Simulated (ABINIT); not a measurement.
## Ge: band structure with BLYP

**Measured values to compare with.**

“Electronic and optical properties of SixGe1-x-ySny alloys lattice-matched to Ge”, 2021, arxiv:2109.02782 reports, for a bulk crystal of Ge at 293 K: band gap 0.666 eV (indirect).

Ge:

```
Ge
1.0
     0.00000    2.82891    2.82891
     2.82891    0.00000    2.82891
     2.82891    2.82891    0.00000
Ge
2
Direct
  0.75000 0.75000 0.75000
  0.50000 0.50000 0.50000
```

```yaml
Program: ABINIT 10.8.3 (patched build)
Task: band structure
Functional: BLYP
Potentials_or_basis: JTH PAW PBE v2.0
Cutoff: 544 eV
k_mesh: 8 × 8 × 8
Occupations: fermi-dirac, width 0.05 eV
Spin: no spin polarisation
Fine-grid_cutoff: 1088.46 eV
Exchange_and_correlation_inside_the_PAW_spheres: full angular mesh (pawxcdev 0, this build's default; the released program takes 1)
```

The band gap on the k mesh is none (metal or under the smearing width) and the valence electrons inside the program's atomic spheres are Ge 12.43, 12.42 (radii [1.2196] Å).

Levels at the corners of the path, in eV from the Fermi level:
```tsv
point	band 11	band 12	band 13	band 14	band 15	band 16	band 17	band 18
Γ	-12.82	-0.25	-0.01	-0.01	-0.01	2.57	2.57	2.57
X	-8.97	-8.97	-3.06	-3.06	0.88	0.88	9.39	9.39
W	-8.88	-8.88	-3.85	-3.85	4.28	4.28	4.87	4.87
K	-9.44	-8.38	-4.27	-2.62	1.26	4.14	7.17	7.35
Γ	-12.82	-0.25	-0.01	-0.01	-0.01	2.57	2.57	2.57
L	-10.76	-7.62	-1.42	-1.42	0.13	3.82	3.82	7.38
U	-9.44	-8.38	-4.27	-2.62	1.26	4.14	7.17	7.35
W	-8.88	-8.88	-3.85	-3.85	4.28	4.28	4.87	4.87
L	-10.76	-7.62	-1.42	-1.42	0.13	3.82	3.82	7.38
K	-9.44	-8.38	-4.27	-2.62	1.26	4.14	7.17	7.35
```

It took 85 s on 1 thread of Arm Neoverse V1, with other jobs on the host, peak memory 0.14 GiB.

A measured gap of Ge is 0.666 eV (indirect; 293 K; “Electronic and optical properties of SixGe1-x-ySny alloys lattice-matched to Ge”, 2021, arxiv:2109.02782); the calculated 0.00 eV misses it by -0.67 eV. 3 values of this kind are on record (0.666 to 0.807 eV); this one was drawn at random among those near their median. Spin-orbit coupling on Ge is left out. The value is that of BLYP on a finite k mesh, which can miss the band edges, without temperature or zero-point motion. Semilocal functionals fall short of measured gaps as a rule.

Caveat: this crystal is a semiconductor, whose small gap the functional closes, so the metal is an error of the method.
